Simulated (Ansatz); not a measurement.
GeO2: response to strain

Consider GeO2 (space group P3_121, No. 152; a = 5.0935 Å, c = 5.7677 Å).

Strains are applied to the cell and any free atomic positions relax.

The values are results of Ansatz (a first-principles code), PBE, PAW, cutoff 420 eV, no SOC, not measurements.

Notes on the quantities. energy relative to the base: free energy F.

| isotropic strain (%) | energy relative to the base (meV/atom) |
|---|---|
| -1.2 | 2.3 |
| -0.32 | ? |
| 0 | 0.0 |
| 0.76 | 0.9 |
| 0.9 | 1.3 |

Q: Fit ΔE = Aε² + Bε³ (ε in %) to the rows shown and predict the withheld row.

A: Least squares on the printed values gives A = 1.59 and B = -0.0034 meV/atom (largest residual 0.0 meV/atom); this predicts 0.2 meV/atom, and the run gives 0.2 meV/atom, in agreement.

Whether these cells are dynamically stable was not tested.
